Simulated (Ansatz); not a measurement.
A plane-wave DFT run in Ansatz 0.2.0 (scalar-relativistic PAW potentials unless the input names others): input and command.

```yaml
crystal:
  lattice:
    - [-1.9054829554, 1.9054829554, 4.7257189714]
    - [1.9054829554, -1.9054829554, 4.7257189714]
    - [1.9054829554, 1.9054829554, -4.7257189714]
  atoms:
    - { symbol: Mg, position: [0.25, 0.75, 0.5] }
    - { symbol: Mg, position: [0.5, 0.5, 0.0] }
    - { symbol: H, position: [0.4602543476, 0.9602543476, 0.5] }
    - { symbol: H, position: [0.7102543476, 0.7102543476, 0.0] }
    - { symbol: H, position: [0.0397456524, 0.5397456524, 0.5] }
    - { symbol: H, position: [0.2897456524, 0.2897456524, 0.0] }
basis:
  ecutwfc: "33.1 Ry"
kpoints:
  mp_grid: { grid: [8, 8, 8] }
hamiltonian:
  xc: pbe
scf:
  occupations: { method: methfessel_paxton, width: 0.001 }
  algorithm: direct_min
output:
  forces: true
  eigenvalues: true
  stress: true
```

```bash
ansatz run input.yaml --threads 1 --pin off --max-ram 2560MiB --backend cpu --events-out ev --progress --plain --runs-dir out
```

Abridged log:
```
Pseudopotentials: kind: paw
Pseudopotential: Mg, paw, valence charge 10, recommended cutoff 420 eV (normal)
Pseudopotential: H, paw, valence charge 1, recommended cutoff 420 eV (normal)
Functional definition: PBE
Crystal: 6 atoms, lattice volume = 68.634 Å³
Basis set: ecut = 450.34844237 eV, 1509 PW (Γ), FFT grids on a1+a3, a2+a3, a3, exchange–correlation on 54×54×80 points (8 copies of the dense FFT grid, shifted against one another)
Bands: 18, of which v1, the nominal top of the filled ones, is band 12 counted from 1 (11 counted from 0)
Symmetry: 16 space group operations
Space group: I41/amd (ITA 141), of the structure as read, at distance tolerance 4.1e-5 Å
k-points: 59 of 512
Initial density: superposition of atomic densities (neutral atoms: chi_scale 0, normalization atom), corrected by the library's trained network
Initial wavefunctions: pseudopotential atomic-orbital guess
Functional: x = pbe(κ = 0.804, μ = 0.21951497), c = pbe(β = 0.06672455)
SCF iter   1: F=—  HF=-3912.006410 eV  |F-HF|=—  |Δ(HF+E_count)|=         —  Δρ=9.11e-4  dr2=4.05e-4  ethr=1.77e-3  ⟨swp⟩=11.2  Hψ=5551  notcnv=0
SCF iter   2: F=—  HF=-3912.006833 eV  |F-HF|=—  |Δ(HF+E_count)|=   4.24e-4  Δρ=1.71e-4  dr2=1.26e-5  ethr=5.20e-8  ⟨swp⟩=3.3  Hψ=5712  notcnv=0  defer=39
SCF iter   3: F=—  HF=-3912.006832 eV  |F-HF|=—  |Δ(HF+E_count)|=   1.70e-6  Δρ=3.16e-5  dr2=3.89e-7  ethr=5.20e-8  ⟨swp⟩=3.8  Hψ=2723  notcnv=0  defer=28
SCF iter   4: F=—  HF=-3912.006832 eV  |F-HF|=—  |Δ(HF+E_count)|=   1.83e-7  Δρ=2.47e-6  dr2=1.67e-9  ethr=1.62e-9  ⟨swp⟩=3.1  Hψ=2041  notcnv=0  defer=14
Mixer restart at iter 4: flushing history
iteration 5: the input's own smearing fills from here on; a Gaussian of 0.001 eV has filled iterations ahead of it
SCF iter   5: F=—  HF=-3912.006832 eV  |F-HF|=—  |Δ(HF+E_count)|=         —  Δρ=6.52e-7  dr2=9.63e-11  ethr=6.98e-12  ⟨swp⟩=4.1  Hψ=3064  notcnv=0  defer=5
SCF iter   6: F=-3912.006832 eV  HF=-3912.006832 eV  |F-HF|=1.14e-11  |Δ(HF+E_count)|=  1.57e-10  S|Δr|=    0.00e0  Δρ=1.46e-7  dr2=3.46e-12  ethr=1.00e-12  ⟨swp⟩=3.8  Hψ=2305  notcnv=0
SCF 1 converged in 6 iterations: F = -3912.006832 eV  dr2 = 3.46e-12
SCF converged after 6 iterations
Stability not checked: this state was not tested for a lower state beside it, because cold or Methfessel-Paxton smearing, or corrected tetrahedra, fill the levels in a way that the test cannot read (fill_not_monotonic; see scf.lower_state_search)
Free energy (F): -3912.006832 eV
Harris-Foulkes:  -3912.006832 eV  (|F-HF|=1.14e-11)
Internal energy: -3912.006832 eV  (E = F + TS)
E sigma→0 (E₀):  -3912.006832 eV
Fermi energy:    3.418489 eV
Step filling:    the computed levels leave a gap of 3.5232 eV = 3523.2 smearing widths at the electron count; against every level under it full and every level over it empty, smearing changes F+E_penalty+E_count by +0.00e0 meV and its σ→0 estimate by +0.00e0 meV
--- Forces (eV/Å), atoms counted from 1 ---
  atom   1  Mg     0.00000000     0.00000000     0.00000000
  atom   2  Mg     0.00000000     0.00000000     0.00000000
  atom   3  H      0.00000000     0.00000000     0.00139547
  atom   4  H      0.00000000     0.00000000     0.00139547
  atom   5  H      0.00000000     0.00000000    -0.00139547
  atom   6  H      0.00000000     0.00000000    -0.00139547
--- Stress (GPa, compression-positive) ---
       -0.015535       0.000000       0.000000
        0.000000      -0.015535       0.000000
        0.000000       0.000000       0.025930
  P = ⅓ Tr σ = -0.0017 GPa (-0.017 kbar)
```

Apart from outputs, empty bands and the relaxation, which only the reference makes, the input differs from a reference run on usual settings in basis.ecutwfc: 420 → "33.1 Ry"; scf.algorithm: not typed → "direct_min"; scf.occupations.method: "gaussian" → "methfessel_paxton"; scf.occupations.width: 0.02 → 0.001. The reference, at the same geometry, ended its own course with pressure 0.00 GPa, largest force 0.001 eV/Å, gap on the mesh 3.52 eV. This run converged in 6 SCF iterations with an energy at zero smearing 0.62 meV/atom below the reference's, pressure 0.00 GPa, largest force 0.001 eV/Å, gap on the mesh 3.52 eV.

It took 5.2 s on 1 thread of Intel(R) Xeon(R) 6975P-C (Granite Rapids), on a shared host, peak memory 0.46 GiB.